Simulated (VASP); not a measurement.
Input:

```
CELL_PARAMETERS angstrom
     10.48693    -2.16683     0.01000
     10.48693     2.16683     0.01000
     10.03566     0.00000     3.73583
ATOMIC_POSITIONS crystal
  Sb 0.39696 0.39696 0.39696
  Sb 0.60304 0.60304 0.60304
  Te 0.00000 0.00000 0.00000
  Te 0.21500 0.21500 0.21500
  Te 0.78500 0.78500 0.78500
```

All values below come from PBE GGA, VASP's PBE PAW potentials (set 64) (plane waves; VASP). Numerical set-up: 400 eV cut-off, 7×7×7 Γ-centred mesh, tetrahedra with Blöchl corrections, potentials Sb Te.

The cores are frozen, which limits the accuracy of field gradients. Without a dispersion term in the relaxation, distances and binding between the weakly bound layers, chains or molecules are unreliable, and so is what depends on them.

Give the principal components of the electric field gradient (V/Å²) and the asymmetry η at each nucleus.

```csv
atom,Vxx,Vyy,Vzz,η
Sb1,-1.4,-1.4,2.8,0.00
Sb2,-1.4,-1.4,2.8,0.00
Te3,-51.6,-51.6,103.2,0.00
Te4,10.4,10.4,-20.8,0.00
Te5,10.4,10.4,-20.8,0.00
```

The compound is Sb2Te3 in the tetradymite structure. It was relaxed first, which changed the volume by +6 %.
